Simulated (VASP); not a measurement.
# Bi2Te3 (Tellurobismuthite) (R-3m) in VASP: single point with LDA

Aim: the single point of Bi2Te3 (Tellurobismuthite) with LDA.

Everything below comes from runs of VASP 6.6.1. Logs are shortened: lines on timing, memory, paths and dates and some standing lists are left out, and cuts for length are marked.

### Step 1. The cell of the first run

Symmetry: R-3m, No. 166, trigonal system. The conventional cell has a = 4.353 Å, b = 4.353 Å, c = 29.881 Å, α = 90.00°, β = 90.00°, γ = 120.00°. Bi (site symmetry 3m) has 6 Te at 3.04 to 3.21 Å as nearest neighbours. Te (site symmetry -3m) is surrounded by 6 Bi at 3.21 Å. Te (site symmetry 3m) is surrounded by 3 Bi at 3.04 Å.

### Step 2. Single point, LDA (relaxed again under DFT LDA, scalar-relativistic, plane waves, PAW)

Contents of INCAR:

```
SYSTEM = Bi2Te3
ALGO = Fast
EDIFF = 1E-6
ENCUT = 520
ISIF = 2
ISMEAR = 0
LASPH = .True.
LCHARG = .False.
LREAL = .False.
LWAVE = .False.
NBANDS = 32
NELM = 100
PREC = Accurate
SIGMA = 0.02
```

Contents of KPOINTS:

```
k-points
0
Gamma
  9 9 9
  0 0 0
```

Contents of POSCAR:

```
Bi2Te3
1.0
    2.1765952088      1.2566578297      9.9603918071
   -2.1765952088      1.2566578297      9.9603918071
    0.0000000000     -2.5133156595      9.9603918071
Bi Te
2 3
Direct
    0.4002467999      0.4002467999      0.4002467999
    0.5997532001      0.5997532001      0.5997532001
    0.0000000000      0.0000000000      0.0000000000
    0.2090089467      0.2090089467      0.2090089467
    0.7909910533      0.7909910533      0.7909910533
```

Potentials or basis: VASP PAW LDA potentials, release 64 (Bi_d, Te).

Command:

```sh
> cat potpaw_LDA.64/Bi_d/POTCAR potpaw_LDA.64/Te/POTCAR > POTCAR
> mpirun -np 1 vasp_std > vasp.out
```

OUTCAR:

```text
SYSTEM = Bi2Te3
   EDIFF = 1E-6
   ENCUT = 520
   ISIF = 2
   ISMEAR = 0
   LASPH = .True.
   LREAL = .False.
   NELM = 100
   PREC = Accurate

 ion  position               nearest neighbor table
   1  0.400  0.400  0.400-   5 3.04   5 3.04   5 3.04   3 3.21   3 3.21   3 3.21
   2  0.600  0.600  0.600-   4 3.04   4 3.04   4 3.04   3 3.21   3 3.21   3 3.21
   3  0.000  0.000  0.000-   2 3.21   2 3.21   1 3.21   1 3.21   2 3.21   1 3.21
   4  0.209  0.209  0.209-   2 3.04   2 3.04   2 3.04   5 3.57   5 3.57   5 3.57
   5  0.791  0.791  0.791-   1 3.04   1 3.04   1 3.04   4 3.57   4 3.57   4 3.57

  LATTYP: Found a trigonal (rhomboedric) cell.
 ALAT       =    10.2725926890
 COS(alpha) =     0.9102105738

  Lattice vectors:

 A1 = (   2.1765952088,   1.2566578297,   9.9603918071)
 A2 = (  -2.1765952088,   1.2566578297,   9.9603918071)
 A3 = (   0.0000000000,  -2.5133156595,   9.9603918071)

Analysis of symmetry for initial positions (statically):
=====================================================================
 Subroutine PRICEL returns:
 Original cell was already a primitive cell.

 Routine SETGRP: Setting up the symmetry group for a
 trigonal (rhombohedral) supercell.

 Subroutine GETGRP returns: Found 12 space group operations
 (whereof 12 operations were pure point group operations)
 out of a pool of 12 trial point group operations.

The static configuration has the point symmetry D_3d.

Analysis of symmetry for dynamics (positions and initial velocities):
=====================================================================
 Subroutine PRICEL returns:
 Original cell was already a primitive cell.

 Routine SETGRP: Setting up the symmetry group for a
 trigonal (rhombohedral) supercell.

 Subroutine GETGRP returns: Found 12 space group operations
 (whereof 12 operations were pure point group operations)
 out of a pool of 12 trial point group operations.

The dynamic configuration has the point symmetry D_3d.

 Subroutine INISYM returns: Found 12 space group operations
 (whereof 12 operations are pure point group operations),
 and found     1 'primitive' translations

----------------------------------------------------------------------------------------

                                     Primitive cell

  volume of cell :     163.4641

  direct lattice vectors                    reciprocal lattice vectors
     2.176595209  1.256657830  9.960391807     0.229716577  0.132626927  0.033465886
    -2.176595209  1.256657830  9.960391807    -0.229716577  0.132626927  0.033465886
     0.000000000 -2.513315659  9.960391807     0.000000000 -0.265253855  0.033465886

  length of vectors
    10.272592689 10.272592689 10.272592689     0.267356640  0.267356640  0.267356640

  position of ions in fractional coordinates (direct lattice)
     0.400246800  0.400246800  0.400246800
     0.599753200  0.599753200  0.599753200
     0.000000000  0.000000000  0.000000000
     0.209008947  0.209008947  0.209008947
     0.790991053  0.790991053  0.790991053

  ion indices of the primitive-cell ions
   primitive index   ion index
                 1           1
                 2           2
                 3           3
                 4           4
                 5           5

----------------------------------------------------------------------------------------

 KPOINTS: k-points

Automatic generation of k-mesh.
 Grid dimensions read from file:
 generate k-points for:    9    9    9

 Generating k-lattice:

  Cartesian coordinates                     Fractional coordinates (reciprocal lattice)
     0.025524064  0.014736325  0.003718432     0.111111111  0.000000000  0.000000000
    -0.025524064  0.014736325  0.003718432     0.000000000  0.111111111  0.000000000
     0.000000000 -0.029472651  0.003718432     0.000000000  0.000000000  0.111111111

  Length of vectors
     0.029706293  0.029706293  0.029706293

  Shift w.r.t. Gamma in fractional coordinates (k-lattice)
     0.000000000  0.000000000  0.000000000

 Subroutine IBZKPT returns following result:
 ===========================================

 Found     85 irreducible k-points:

 Following reciprocal coordinates:
            Coordinates               Weight
  0.000000  0.000000  0.000000      1.000000
  0.111111 -0.000000  0.000000      6.000000
  0.222222  0.000000 -0.000000      6.000000
  0.333333  0.000000  0.000000      6.000000
  0.444444  0.000000 -0.000000      6.000000
  0.111111  0.111111  0.000000      6.000000
[... 16 lines left out ...]
 -0.333333  0.333333  0.000000      6.000000
  0.444444  0.444444 -0.000000      6.000000
 [... further k-points ...]
   k-points           NKPTS =     85   k-points in BZ     NKDIM =     85   number of bands    NBANDS=     32
   number of dos      NEDOS =    301   number of ions     NIONS =      5
   total plane-waves  NPLWV = 512000
   dimension x,y,z NGX =    80 NGY =   80 NGZ =   80
   dimension x,y,z NGXF=   160 NGYF=  160 NGZF=  160
   ions per type =               2   3
   NGX,Y,Z   is equivalent  to a cutoff of  12.95, 12.95, 12.95 a.u.
   NGXF,Y,Z  is equivalent  to a cutoff of  25.89, 25.89, 25.89 a.u.
 SYSTEM =  Bi2Te3
   PREC   = accura    normal or accurate (medium, high low for compatibility)
   ISTART =      0    job   : 0-new  1-cont  2-samecut
   ICHARG =      2    charge: 1-file 2-atom 10-const
   ISPIN  =      1    spin polarized calculation?
   LNONCOLLINEAR =      F non collinear calculations
   LSORBIT =      F    spin-orbit coupling
   LASPH  =      T    aspherical Exc in radial PAW
   ENCUT  =  520.0 eV  38.22 Ry    6.18 a.u.  19.10 19.10 19.10*2*pi/ulx,y,z
   NELM   =    100;   NELMIN=  2; NELMDL= -5     # of ELM steps
   EDIFF  = 0.1E-05   stopping-criterion for ELM
   LREAL  =      F    real-space projection
   EDIFFG = 0.1E-04   stopping-criterion for IOM
   NSW    =      0    number of steps for IOM
   IBRION =     -1    ionic relax: 0-MD 1-quasi-New 2-CG
   NFREE  =      0    steps in history (QN), initial steepest desc. (CG)
   ISIF   =      2    stress and relaxation
   ISYM   =      2    0-nonsym 1-usesym 2-fastsym
   POTIM  = 0.5000    time-step for ionic-motion
   TEBEG  =    0.0;   TEEND  =   0.0 temperature during run
   PSTRESS=    0.0 pullay stress
   NELECT =      48.0000    total number of electrons
   NUPDOWN=      -1.0000    fix difference up-down
   EMIN   =  10.00;   EMAX   =-10.00  energy-range for DOS
   EFERMI =   0.00;   METHOD = LEGACY
   ISMEAR =     0;   SIGMA  =   0.02  broadening in eV -4-tet -1-fermi 0-gaus
   EFERMI_NEDOS =   21; number of points for ismear=-14 and -15
   IALGO  =     68    algorithm
   IMIX   =      4    mixing-type and parameters
     AMIX     =   0.40;   BMIX     =  1.00
     AMIX_MAG =   1.60;   BMIX_MAG =  1.00
  volume/ion in A,a.u.               =      32.69       220.62
  Fermi-wavevector in a.u.,A,eV,Ry     =   1.088131  2.056269 16.109689  1.184029
  Thomas-Fermi vector in A             =   2.224306
   LORBIT       =      0    0 simple, 1 ext, 2 COOP (PROOUT), +10 PAW based schemes
   GGA     = CA    functional components
   LHFCALC =     F    Hartree Fock is set to
   AEXX    =    0.0000 exact exchange contribution
   IVDW    =     0    specifies the selected vdW correction
   LEPSILON=     F    determine dielectric tensor
   LRPA    =     F    only Hartree local field effects (RPA)
 non-spin polarized calculation
 RMM-DIIS sequential band-by-band and
 Gauss-broadening in eV      SIGMA  =   0.02
  energy-cutoff  :      520.00
  volume of cell :      163.46
 maximum number of plane-waves:      4424
 NGX is ok and might be reduce to    80
   NGX = 39   NGY = 39   NGZ = 39

 number of electron      48.0000002 magnetization

 Free energy of the ion-electron system (eV)
  ---------------------------------------------------
  ext. energy  EPLUGINS =         0.00000000
  ---------------------------------------------------
  free energy    TOTEN  =       -21.60635800 eV

  energy without entropy =      -21.60635800  energy(sigma->0) =      -21.60635800

 E-fermi :   6.5734     XC(G=0):  -9.7361

 val. band max:        6.5051456765   @ k =   0.0000   0.0000   0.0000
 cond. band min:       6.6415526365   @ k =   0.0000   0.0000   0.0000
 fundamental gap:      0.1364069600
 Fermi energy:         6.5733588611

 k-point     1 :       0.0000    0.0000    0.0000
  band No.  band energies     occupation
      1     -16.6846      2.00000
      2     -16.6846      2.00000
      3     -16.6827      2.00000
      4     -16.6827      2.00000
      5     -16.6704      2.00000
      6     -16.6689      2.00000
[... 24 lines left out ...]
     31      11.2326      0.00000
     32      11.6663      0.00000

 k-point     2 :       0.1111   -0.0000    0.0000
  band No.  band energies     occupation
      1     -16.6860      2.00000
      2     -16.6839      2.00000
      3     -16.6835      2.00000
      4     -16.6817      2.00000
      5     -16.6695      2.00000
      6     -16.6681      2.00000
[... 24 lines left out ...]
     31      10.8673      0.00000
     32      11.2867      0.00000

 k-point     3 :       0.2222    0.0000   -0.0000
  band No.  band energies     occupation
      1     -16.6899      2.00000
      2     -16.6872      2.00000
      3     -16.6814      2.00000
      4     -16.6794      2.00000
      5     -16.6696      2.00000
      6     -16.6670      2.00000
[... 24 lines left out ...]
     31      10.2222      0.00000
     32      11.5768      0.00000

 k-point     4 :       0.3333    0.0000    0.0000
  band No.  band energies     occupation
      1     -16.6945      2.00000
      2     -16.6912      2.00000
      3     -16.6802      2.00000
      4     -16.6776      2.00000
      5     -16.6712      2.00000
      6     -16.6685      2.00000
[... 654 lines left out ...]
     31      11.0826      0.00000
     32      12.3377      0.00000

 k-point    23 :      -0.3333    0.3333    0.0000
  band No.  band energies     occupation
      1     -16.6894      2.00000
      2     -16.6894      2.00000
      3     -16.6880      2.00000
      4     -16.6819      2.00000
      5     -16.6635      2.00000
      6     -16.6635      2.00000
[... 24 lines left out ...]
     31      11.8125      0.00000
     32      12.2906      0.00000

 k-point    24 :       0.4444    0.4444   -0.0000
  band No.  band energies     occupation
      1     -16.6976      2.00000
      2     -16.6940      2.00000
      3     -16.6800      2.00000
      4     -16.6767      2.00000
      5     -16.6722      2.00000
      6     -16.6695      2.00000
[... 24 lines left out ...]
     31      11.4788      0.00000
     32      12.0909      0.00000

 [... further k-points ...]

------------------------ aborting loop because EDIFF is reached ----------------------------------------

  FORCE on cell =-STRESS in cart. coord.  units (eV):
  Direction    XX          YY          ZZ          XY          YZ          ZX
  --------------------------------------------------------------------------------------
  -------------------------------------------------------------------------------------
  Total        0.1231260      0.1231260      0.1280593      0.0000000     -0.0000000      0.0000000
  in kB        1.2068070      1.2068070      1.2551607      0.0000000     -0.0000000      0.0000000
  external PRESSURE =       1.2229249 kB  Pullay stress =       0.0000000 kB

 VOLUME and BASIS-vectors are now :
 -----------------------------------------------------------------------------
  energy-cutoff  :      520.00
  volume of cell :      163.46
      direct lattice vectors                 reciprocal lattice vectors
     2.176595209  1.256657830  9.960391807     0.229716577  0.132626927  0.033465886
    -2.176595209  1.256657830  9.960391807    -0.229716577  0.132626927  0.033465886
     0.000000000 -2.513315659  9.960391807     0.000000000 -0.265253855  0.033465886

 POSITION                                       TOTAL-FORCE (eV/Angst)
 -----------------------------------------------------------------------------------
      0.00000     -0.00000     11.95984         0.000000      0.000000     -0.019628
      0.00000     -0.00000     17.92133         0.000000     -0.000000      0.019628
      0.00000      0.00000      0.00000         0.000000      0.000000      0.000000
      0.00000     -0.00000      6.24543         0.000000      0.000000     -0.034772
      0.00000     -0.00000     23.63574         0.000000     -0.000000      0.034772
 -----------------------------------------------------------------------------------
    total drift:                               -0.000000      0.000000     -0.000000

  FREE ENERGIE OF THE ION-ELECTRON SYSTEM (eV)
  ---------------------------------------------------
  free  energy   TOTEN  =       -21.6063580008 eV

  energy  without entropy=      -21.6063580005  energy(sigma->0) =      -21.60635800
```

Wall time 33 min (1 thread of Intel Xeon Platinum 8488C (Sapphire Rapids), shared host); peak memory 0.89 GiB.

Results:

| Quantity | Value |
| --- | --- |
| Free energy | -21.6064 eV |
| Pressure | 0.1 GPa |
| Largest force | 0.035 eV/Å |
| Band gap on the k mesh | 0.14 eV, direct |

Forces in eV/Å, atoms in the order of the input:
```
Bi   0.000  0.000 -0.020
Bi   0.000  0.000  0.020
Te   0.000  0.000  0.000
Te   0.000  0.000 -0.035
Te   0.000  0.000  0.035
```

Caveat: spin-orbit coupling is left out, which as a rule narrows the gap of such compounds by several tenths of an eV; an odd mesh through Γ misses points on the zone boundary, where band edges often lie.
